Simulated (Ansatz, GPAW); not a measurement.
# Screening of a field by 2H-MoTe2 bilayer, 2H (AA'), part 3 of 3

How does 2H-MoTe2 bilayer, 2H (AA') screen a perpendicular field?

GPAW 26.7.0 and Ansatz 0.2.0; Ansatz plane waves; layer without images along its normal, relaxation of atoms and in-plane cell, with D3(BJ) dispersion (the session's first sound run).

So far. Step 5 (In a field): The dipole is now -0.0741 e Å, against -0.0015 in the run without a field. Step 8 (Field on): The dipole is now 0.0741 e Å, against -0.0015 in the run without a field.

## Step 9: Field on

Level of this step: GPAW, PAW setups; slab in vacuum (GPAW).

File run.py:

```python
import json
import numpy as np
from ase import Atoms
from gpaw import GPAW, PW
from gpaw.external import ConstantElectricField

slab = Atoms(
    ['Te', 'Mo', 'Te', 'Te', 'Mo', 'Te'],
    positions=[
        [-0.00000, 2.02111, 8.00000],
        [-0.00000, -0.00000, 9.81600],
        [-0.00000, 2.02111, 11.63415],
        [-0.00000, -0.00000, 14.84770],
        [-0.00000, 2.02111, 16.66585],
        [-0.00000, -0.00000, 18.48185]],
    cell=[[3.50067, -0.0, -0.0], [-1.75033, 3.03167, -0.0], [-0.0, -0.0, 26.4818]],
    pbc=[True, True, False])

slab.calc = GPAW(mode=PW(400), xc='PBE', kpts={'size': (9, 9, 1), 'gamma': True},
                 occupations={'name': 'fermi-dirac', 'width': 0.05}, nbands='140%',
                 convergence={'density': 1e-05}, maxiter=200,
                 poissonsolver={'dipolelayer': 'xy'},
                 external=ConstantElectricField(0.2, [0, 0, 1]),
                 symmetry={'tolerance': 1e-3}, txt='slab.txt')
result = {}
energy = slab.get_potential_energy()
fermi = slab.calc.get_fermi_level()
v = slab.calc.get_electrostatic_potential().mean((0, 1)) - fermi
n = slab.calc.get_pseudo_density().mean((0, 1))
L = slab.cell[2, 2]
z = np.arange(len(v)) * L / len(v)
low, high = slab.positions[:, 2].min(), slab.positions[:, 2].max()
below, above = np.interp([low - 5.8, high + 5.8], z, v)
slopes = [np.interp(x, z, np.gradient(v, z)) for x in (low - 5.8, high + 5.8)]
eps = np.array([[slab.calc.get_eigenvalues(k, s) for k in range(len(slab.calc.get_ibz_k_points()))]
                for s in range(slab.calc.get_number_of_spins())]) - fermi
top, bottom = eps[eps < 0].max(), eps[eps > 0].min()
dipole = slab.get_dipole_moment()[2]
print(f'energy {energy:.4f} eV, Fermi level {fermi:.4f} eV, dipole {dipole:.5f} e A')
print(f'potential 5.8 A off the faces, from the Fermi level: lower {below:.4f} eV, upper {above:.4f} eV')
print(f'slope of the potential there: lower {slopes[0]:.5f}, upper {slopes[1]:.5f} eV/A')
print(f'nearest levels on the mesh: {top:.4f} and {bottom:.4f} eV')
print('magnetic moment', round(slab.get_magnetic_moment(), 3))
result.update(energy=energy, fermi=fermi, dipole=dipole, below=below, above=above, slopes=slopes, edges=[top, bottom],
              z=z.tolist(), v=v.tolist(), n=n.tolist(), positions=slab.positions.tolist(),
              forces=slab.get_forces(apply_constraint=False).tolist(), moments=slab.get_magnetic_moments().tolist())
json.dump(result, open('result.json', 'w'))
```

The run is started by

```
OMP_NUM_THREADS=1 OPENBLAS_NUM_THREADS=1 python run.py
```

Output:

```text
energy -36.8965 eV, Fermi level 2.5684 eV, dipole 0.14830 e A
potential 5.8 A off the faces, from the Fermi level: lower 5.5412 eV, upper 3.0125 eV
slope of the potential there: lower 0.00005, upper -0.00014 eV/A
nearest levels on the mesh: -0.4061 and 0.4843 eV
magnetic moment 0.0
```

It took 4.1 min on 1 thread of Intel Xeon Platinum 8375C at 2.90GHz (Ice Lake), shared host; peak memory 0.39 GiB.

Electrostatic potential energy of an electron (without an applied field's), less the Fermi level, planar mean against z:

```csv
z (Å),"electrostatic potential energy of an electron (without an applied field's), less the Fermi level, planar mean (eV)"
0.0,4.28
0.5,5.54
1.0,5.54
1.5,5.54
2.0,5.54
2.5,5.54
3.0,5.54
3.5,5.54
4.0,5.54
4.5,5.54
5.0,5.52
5.5,5.47
6.0,5.26
6.5,4.45
7.0,1.36
7.5,-8.83
8.0,-20.5
8.5,-9.91
9.0,-4.06
9.5,-12.8
10.0,-15.7
10.5,-5.48
11.0,-7.29
11.5,-20.1
12.0,-13.9
12.5,-1.47
13.0,2.51
13.5,2.37
14.0,-2.02
14.5,-14.9
15.0,-20.4
15.5,-7.79
16.0,-6.69
16.5,-17.3
17.0,-13.8
17.5,-5.62
18.0,-12.1
18.5,-22.5
19.0,-10.5
19.5,-0.763
20.0,2.08
20.5,2.79
21.0,2.96
21.5,3.00
22.0,3.01
22.5,3.01
23.0,3.01
23.5,3.01
24.0,3.01
24.5,3.01
25.0,3.01
25.5,3.01
26.0,3.01
```

The dipole is now 0.148 e Å, against -0.0015 in the run without a field.

## Step 10: Field on

Changes to run.py since step 9:

```diff
@@ -22,3 +22,3 @@
                  poissonsolver={'dipolelayer': 'xy'},
-                 external=ConstantElectricField(0.2, [0, 0, 1]),
+                 external=ConstantElectricField(0.3, [0, 0, 1]),
                  symmetry={'tolerance': 1e-3}, txt='slab.txt')
```

Output:

```text
energy -36.9150 eV, Fermi level 2.5644 eV, dipole 0.22254 e A
potential 5.8 A off the faces, from the Fermi level: lower 6.1807 eV, upper 2.3860 eV
slope of the potential there: lower 0.00002, upper -0.00016 eV/A
nearest levels on the mesh: -0.4022 and 0.4797 eV
magnetic moment 0.0
```

It took 3.7 min on 1 thread; peak memory 0.4 GiB.

The dipole is now 0.223 e Å, against -0.0015 in the run without a field.

## Step 11: The series

The members are put on one axis.

This step: induced dipole against applied field (GPAW 26.7.0).

Table of dipole along the normal by field:

| field (V/Å) | dipole along the normal (e·Å) |
| --- | --- |
| -0.200 | -0.148 |
| -0.100 | -0.0741 |
| -0.050 | -0.0371 |
| 0.000 | -0.00148 |
| 0.050 | 0.0371 |
| 0.100 | 0.0741 |
| 0.200 | 0.148 |
| 0.300 | 0.223 |

## Step 12: Results

```
work function, both faces (Fermi level placed in the gap by the smearing)        : 4.27 eV
ionisation energy from the upper face (highest filled level on the mesh)         : 4.68 eV
electron affinity from the upper face (lowest empty Kohn-Sham level on the mesh) : 3.78 eV
dipole along the normal                                                          : -0.0015 e Å, near the numerical noise
induced dipole per field                                                         : 0.742 e Å per V/Å
out-of-plane polarisability per area, α/(ε0 A)                                   : 12.6 Å
```

What this shows: The field induces 0.742 e Å per V/Å, a polarisable thickness α/(ε0 A) of 12.6 Å beside 10.5 Å between the outermost nuclei. A perfect conductor would give the distance between its two image planes; a dielectric of thickness t gives t(1 - 1/ε). The levels nearest the Fermi level on the mesh lie 0.897 eV apart, so the slab is gapped there: the smearing puts the Fermi level inside the gap, and from either face the ionisation energy is the work function plus 0.41 eV. Both are Kohn-Sham levels on the mesh, and semilocal gaps are too small, so the affinity tends to come out too large and the ionisation energy too small. The induced dipole is linear in the field over this range. The layers' spacing was relaxed with a D3(BJ) dispersion term, which the later single points do not need. With elements this heavy, spin-orbit coupling can move band edges by tenths of an eV. The small printed dipole stands for a step of 25 meV from the lower to the upper face, and the probes find 0.19 meV; values this small are near the numerical noise of both. The layer's cell and atoms come from the relaxation; spin-orbit coupling and temperature are left out.

[Logs are printed without paths, hosts, clocks, repeated set-up lines and the standing remarks that a program may print on its own settings, such as how far it seeks lower states.]

[Hosts, paths, dates, database ids (printed as entryN), source tags and the programs' standing remarks are cut or masked in the printed files.]
